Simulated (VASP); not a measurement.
# PtSe2 (Sudovikovite) (P-3m1) in VASP: a series of runs

One crystal, PtSe2 (Sudovikovite), is run at these levels: PBE0, r2SCAN+U, PBE; tasks: single point.

All numbers are computed with VASP 6.6.1; they aren't measurements. Logs are shortened: lines on timing, memory, paths and dates and some standing lists are left out, and cuts for length are marked.

### 1 Starting point

It takes space group P-3m1 (No. 164, trigonal). Conventional cell: a = 3.706 Å, b = 3.706 Å, c = 5.863 Å, α = 90.00°, β = 90.00°, γ = 120.00°. Around Pt (site symmetry -3m) lie 6 Se at 2.50 Å. Se (site symmetry 3m) is surrounded by 3 Pt at 2.50 Å.

### 2 Single point, PBE0

Contents of POSCAR:

```
PtSe2
1.0
    3.7062772649      0.0000000000      0.0000000000
   -1.8531386324      3.2097302649      0.0000000000
    0.0000000000      0.0000000000      5.8630654695
Pt Se
1 2
Direct
    0.0000000000      0.0000000000      0.0000000000
    0.6666666667      0.3333333333      0.7789397707
    0.3333333333      0.6666666667      0.2210602293
```

Contents of INCAR.step1:

```
SYSTEM = PtSe2
ALGO = Normal
EDIFF = 1E-5
ENCUT = 520
GGA = PE
ISIF = 2
ISMEAR = -1
LASPH = .TRUE.
LREAL = .FALSE.
LWAVE = .TRUE.
NBANDS = 18
NELM = 100
PREC = Accurate
SIGMA = 0.05
```

Contents of INCAR.step2:

```
SYSTEM = PtSe2
AEXX = 0.25
ALGO = Normal
EDIFF = 1E-6
ENCUT = 520
GGA = PE
HFRCUT = -1
ISIF = 2
ISMEAR = -1
ISTART = 1
LASPH = .TRUE.
LCHARG = .TRUE.
LELF = .TRUE.
LHFCALC = .TRUE.
LREAL = .FALSE.
LVHAR = .TRUE.
LWAVE = .FALSE.
NBANDS = 18
NELM = 100
PREC = Accurate
PRECFOCK = Normal
SIGMA = 0.05
```

Contents of KPOINTS:

```
k-points
0
G
  4 4 3
  0 0 0
```

Potentials or basis: VASP PAW PBE potentials, release 64 (Pt, Se).

Command:

```console
> cat potpaw_PBE.64/Pt/POTCAR potpaw_PBE.64/Se/POTCAR > POTCAR
> cp INCAR.step1 INCAR
> mpirun -np 1 vasp_std > vasp.out
> cp INCAR.step2 INCAR
> mpirun -np 1 vasp_std > vasp.out
```

OUTCAR:

```text
SYSTEM = PtSe2
   AEXX = 0.25
   EDIFF = 1E-6
   ENCUT = 520
   GGA = PE
   ISIF = 2
   ISMEAR = -1
   ISTART = 1
   LASPH = .TRUE.
   LHFCALC = .TRUE.
   LREAL = .FALSE.
   NELM = 100
   PREC = Accurate
   PRECFOCK = Normal

 ion  position               nearest neighbor table
   1  0.000  0.000  0.000-   2 2.50   3 2.50   3 2.50   2 2.50   2 2.50   3 2.50
   2  0.667  0.333  0.779-   1 2.50   1 2.50   1 2.50
   3  0.333  0.667  0.221-   1 2.50   1 2.50   1 2.50

  LATTYP: Found a hexagonal cell.
 ALAT       =     3.7062772649
 C/A-ratio  =     1.5819284555

  Lattice vectors:

 A1 = (   3.7062772649,   0.0000000000,   0.0000000000)
 A2 = (  -1.8531386324,   3.2097302649,   0.0000000000)
 A3 = (   0.0000000000,   0.0000000000,   5.8630654695)

Analysis of symmetry for initial positions (statically):
=====================================================================
 Subroutine PRICEL returns:
 Original cell was already a primitive cell.

 Routine SETGRP: Setting up the symmetry group for a
 hexagonal supercell.

 Subroutine GETGRP returns: Found 12 space group operations
 (whereof 12 operations were pure point group operations)
 out of a pool of 24 trial point group operations.

The static configuration has the point symmetry D_3d.

Analysis of symmetry for dynamics (positions and initial velocities):
=====================================================================
 Subroutine PRICEL returns:
 Original cell was already a primitive cell.

 Routine SETGRP: Setting up the symmetry group for a
 hexagonal supercell.

 Subroutine GETGRP returns: Found 12 space group operations
 (whereof 12 operations were pure point group operations)
 out of a pool of 24 trial point group operations.

The dynamic configuration has the point symmetry D_3d.

 Subroutine INISYM returns: Found 12 space group operations
 (whereof 12 operations are pure point group operations),
 and found     1 'primitive' translations

----------------------------------------------------------------------------------------

                                     Primitive cell

  volume of cell :      69.7479

  direct lattice vectors                    reciprocal lattice vectors
     3.706277265  0.000000000  0.000000000     0.269812518  0.155776330  0.000000000
    -1.853138632  3.209730265  0.000000000     0.000000000  0.311552659  0.000000000
     0.000000000  0.000000000  5.863065470     0.000000000  0.000000000  0.170559242

  length of vectors
     3.706277265  3.706277265  5.863065470     0.311552659  0.311552659  0.170559242

  position of ions in fractional coordinates (direct lattice)
     0.000000000  0.000000000  0.000000000
     0.666666667  0.333333333  0.778939771
     0.333333333  0.666666667  0.221060229

  ion indices of the primitive-cell ions
   primitive index   ion index
                 1           1
                 2           2
                 3           3

----------------------------------------------------------------------------------------

 KPOINTS: k-points

Automatic generation of k-mesh.
 Grid dimensions read from file:
 generate k-points for:    4    4    3

 Generating k-lattice:

  Cartesian coordinates                     Fractional coordinates (reciprocal lattice)
     0.067453129  0.038944082  0.000000000     0.250000000  0.000000000  0.000000000
     0.000000000  0.077888165  0.000000000     0.000000000  0.250000000  0.000000000
     0.000000000  0.000000000  0.056853081     0.000000000  0.000000000  0.333333333

  Length of vectors
     0.077888165  0.077888165  0.056853081

  Shift w.r.t. Gamma in fractional coordinates (k-lattice)
     0.000000000  0.000000000  0.000000000

 Subroutine IBZKPT returns following result:
 ===========================================

 Found      9 irreducible k-points:

 Following reciprocal coordinates:
            Coordinates               Weight
  0.000000  0.000000  0.000000      1.000000
  0.250000 -0.000000  0.000000      6.000000
  0.500000 -0.000000  0.000000      3.000000
  0.250000  0.250000  0.000000      6.000000
  0.000000  0.000000  0.333333      2.000000
  0.250000 -0.000000  0.333333      6.000000
  0.000000  0.250000  0.333333      6.000000
  0.500000 -0.000000  0.333333      6.000000
  0.250000  0.250000  0.333333     12.000000
   k-points           NKPTS =      9   k-points in BZ     NKDIM =     48   number of bands    NBANDS=     18
   number of dos      NEDOS =    301   number of ions     NIONS =      3
   total plane-waves  NPLWV =  37632
   dimension x,y,z NGX =    28 NGY =   28 NGZ =   48
   dimension x,y,z NGXF=    56 NGYF=   56 NGZF=   96
   ions per type =               1   2
   NGX,Y,Z   is equivalent  to a cutoff of  12.56, 12.56, 13.61 a.u.
   NGXF,Y,Z  is equivalent  to a cutoff of  25.12, 25.12, 27.22 a.u.
 SYSTEM =  PtSe2
   PREC   = accura    normal or accurate (medium, high low for compatibility)
   ISTART =      1    job   : 0-new  1-cont  2-samecut
   ICHARG =      0    charge: 1-file 2-atom 10-const
   ISPIN  =      1    spin polarized calculation?
   LNONCOLLINEAR =      F non collinear calculations
   LSORBIT =      F    spin-orbit coupling
   LASPH  =      T    aspherical Exc in radial PAW
   ENCUT  =  520.0 eV  38.22 Ry    6.18 a.u.   6.89  6.89 10.90*2*pi/ulx,y,z
   NELM   =    100;   NELMIN=  2; NELMDL=  0     # of ELM steps
   EDIFF  = 0.1E-05   stopping-criterion for ELM
   LREAL  =      F    real-space projection
   EDIFFG = 0.1E-04   stopping-criterion for IOM
   NSW    =      0    number of steps for IOM
   IBRION =     -1    ionic relax: 0-MD 1-quasi-New 2-CG
   NFREE  =      0    steps in history (QN), initial steepest desc. (CG)
   ISIF   =      2    stress and relaxation
   ISYM   =      3    0-nonsym 1-usesym 2-fastsym
   POTIM  = 0.5000    time-step for ionic-motion
   TEBEG  =    0.0;   TEEND  =   0.0 temperature during run
   PSTRESS=    0.0 pullay stress
   NELECT =      22.0000    total number of electrons
   NUPDOWN=      -1.0000    fix difference up-down
   EMIN   =  10.00;   EMAX   =-10.00  energy-range for DOS
   EFERMI =   0.00;   METHOD = LEGACY
   ISMEAR =    -1;   SIGMA  =   0.05  broadening in eV -4-tet -1-fermi 0-gaus
   EFERMI_NEDOS =   21; number of points for ismear=-14 and -15
   IALGO  =     38    algorithm
   IMIX   =      1    mixing-type and parameters
     AMIX     =   0.40;   BMIX     =  1.00
     AMIX_MAG =   1.60;   BMIX_MAG =  1.00
  volume/ion in A,a.u.               =      23.25       156.89
  Fermi-wavevector in a.u.,A,eV,Ry     =   1.114394  2.105899 16.896713  1.241873
  Thomas-Fermi vector in A             =   2.250988
   LORBIT       =      0    0 simple, 1 ext, 2 COOP (PROOUT), +10 PAW based schemes
   GGA     = PE    functional components
   LHFCALC =     T    Hartree Fock is set to
   PRECFOCK=normal    Normal, Fast or Accurate (Low or Medium for compatibility)
   ENCUT4O =  -1.0   cutoff for four orbital integrals eV
   NKREDX  =     1    reduce k-point grid by
   NKREDY  =     1    reduce k-point grid by
   NKREDZ  =     1    reduce k-point grid by
   AEXX    =    0.2500 exact exchange contribution
   HFSCREEN=    0.0000 screening length (either q_TF or 0.3 A-1)
   HFSCREENC=   0.0000 screening length for correlation (either q_TF or 0.3 A-1)
   ENCUTFOCK=  -1.0 apply spherical cutoff to Coloumb kernel
   IVDW    =     0    specifies the selected vdW correction
   LEPSILON=     F    determine dielectric tensor
   LRPA    =     F    only Hartree local field effects (RPA)
 non-spin polarized calculation
  energy-cutoff  :      520.00
  volume of cell :       69.75
 maximum number of plane-waves:      1890
 NGX is ok and might be reduce to    28
  NGX = 24; NGY = 24; NGZ = 36

 number of electron      21.9999998 magnetization

 Free energy of the ion-electron system (eV)
  ---------------------------------------------------
  ext. energy  EPLUGINS =         0.00000000
  ---------------------------------------------------
  free energy    TOTEN  =       -18.81825716 eV

  energy without entropy =      -18.81825714  energy(sigma->0) =      -18.81825715

 E-fermi :   4.5841     XC(G=0):  -7.6971

 val. band max:        3.8372076079   @ k =   0.0000   0.0000   0.0000
 cond. band min:       5.4208691958   @ k =   0.0000   0.2500   0.3333
 fundamental gap:      1.5836615879
 Fermi energy:         4.5840892433

 k-point     1 :       0.0000    0.0000    0.0000
  band No.  band energies     occupation
      1     -12.5643      2.00000
      2     -10.1752      2.00000
      3      -3.2945      2.00000
      4      -2.7958      2.00000
      5      -2.7958      2.00000
      6      -0.6432      2.00000
[... 10 lines left out ...]
     17      13.3184      0.00000
     18      16.0170      0.00000

 k-point     2 :       0.2500   -0.0000    0.0000
  band No.  band energies     occupation
      1     -11.8510      2.00000
      2     -10.3233      2.00000
      3      -2.8432      2.00000
      4      -2.3794      2.00000
      5      -2.3788      2.00000
      6      -1.5629      2.00000
[... 10 lines left out ...]
     17      14.2875      0.00000
     18      14.7400      0.00000

 k-point     3 :       0.5000   -0.0000    0.0000
  band No.  band energies     occupation
      1     -10.7722      2.00000
      2     -10.6109      2.00000
      3      -3.8616      2.00000
      4      -2.2201      2.00000
      5      -1.7143      2.00000
      6      -0.8418      2.00000
[... 10 lines left out ...]
     17      13.8632      0.00000
     18      15.7745      0.00000

 k-point     4 :       0.2500    0.2500    0.0000
  band No.  band energies     occupation
      1     -10.9061      2.00000
      2     -10.4807      2.00000
      3      -3.0306      2.00000
      4      -2.5195      2.00000
      5      -1.9879      2.00000
      6      -1.4153      2.00000
[... 60 lines left out ...]
      4      -2.3951      2.00000
      5      -2.0808      2.00000
      6      -1.5793      2.00000
[... 10 lines left out ...]
     17      15.2137      0.00000
     18      15.4391      0.00000

 k-point     8 :       0.5000   -0.0000    0.3333
  band No.  band energies     occupation
      1     -10.8186      2.00000
      2     -10.5390      2.00000
      3      -3.9516      2.00000
      4      -2.2535      2.00000
      5      -1.6617      2.00000
      6      -1.2227      2.00000
[... 10 lines left out ...]
     17      14.4917      0.00000
     18      15.0232      0.00000

 k-point     9 :       0.2500    0.2500    0.3333
  band No.  band energies     occupation
      1     -10.8432      2.00000
      2     -10.5411      2.00000
      3      -3.0786      2.00000
      4      -2.6936      2.00000
      5      -1.8708      2.00000
      6      -1.2822      2.00000
[... 10 lines left out ...]
     17      14.1555      0.00000
     18      15.0225      0.00000

------------------------ aborting loop because EDIFF is reached ----------------------------------------

  FORCE on cell =-STRESS in cart. coord.  units (eV):
  Direction    XX          YY          ZZ          XY          YZ          ZX
  --------------------------------------------------------------------------------------
  -------------------------------------------------------------------------------------
  Total       -0.1860351     -0.1860351     -0.0574003     -0.0000000      0.0000000      0.0000000
  in kB       -4.2734076     -4.2734076     -1.3185405     -0.0000000      0.0000000      0.0000000
  external PRESSURE =      -3.2884519 kB  Pullay stress =       0.0000000 kB

 VOLUME and BASIS-vectors are now :
 -----------------------------------------------------------------------------
  energy-cutoff  :      520.00
  volume of cell :       69.75
      direct lattice vectors                 reciprocal lattice vectors
     3.706277265  0.000000000  0.000000000     0.269812518  0.155776330  0.000000000
    -1.853138632  3.209730265  0.000000000     0.000000000  0.311552659  0.000000000
     0.000000000  0.000000000  5.863065470     0.000000000  0.000000000  0.170559242

 POSITION                                       TOTAL-FORCE (eV/Angst)
 -----------------------------------------------------------------------------------
      0.00000      0.00000      0.00000        -0.000000      0.000000     -0.000000
      1.85314      1.06991      4.56697         0.000000     -0.000000      0.026258
     -0.00000      2.13982      1.29609        -0.000000      0.000000     -0.026258
 -----------------------------------------------------------------------------------
    total drift:                               -0.000000     -0.000000     -0.000000

  FREE ENERGIE OF THE ION-ELECTRON SYSTEM (eV)
  ---------------------------------------------------
  free  energy   TOTEN  =       -18.8182571632 eV

  energy  without entropy=      -18.8182571403  energy(sigma->0) =      -18.81825715
```

Run time: 6.9 min. Hardware: 1 thread of Intel Xeon Platinum 8488C (Sapphire Rapids), shared host; peak memory 0.21 GiB.

Results:

```
Free energy            : -18.8183 eV
Pressure               : -0.3 GPa
Largest force          : 0.026 eV/Å
Band gap on the k mesh : 1.58 eV, indirect (least direct gap 2.06 eV)
```

Forces on the atoms (eV/Å):
```
Pt   0.000  0.000  0.000
Se   0.000  0.000  0.026
Se   0.000  0.000 -0.026
```

Stress tensor (GPa, compression positive):
```
-0.43  0.00  0.00
 0.00 -0.43  0.00
 0.00  0.00 -0.13
```

Caveat: the k mesh is coarse (spacing up to 0.49 Å⁻¹), so the values aren't converged, least of all with exact exchange; the PAW data sets were made with another functional, which shifts forces and pressure a little; spin-orbit coupling is left out, which moves the levels of the heavy elements; an odd mesh through Γ misses points on the zone boundary, where band edges often lie; this functional lacks dispersion, which binds the layers, so the pressure and a relaxed spacing across them are unreliable.

(Part 1 of 3 ends here.)
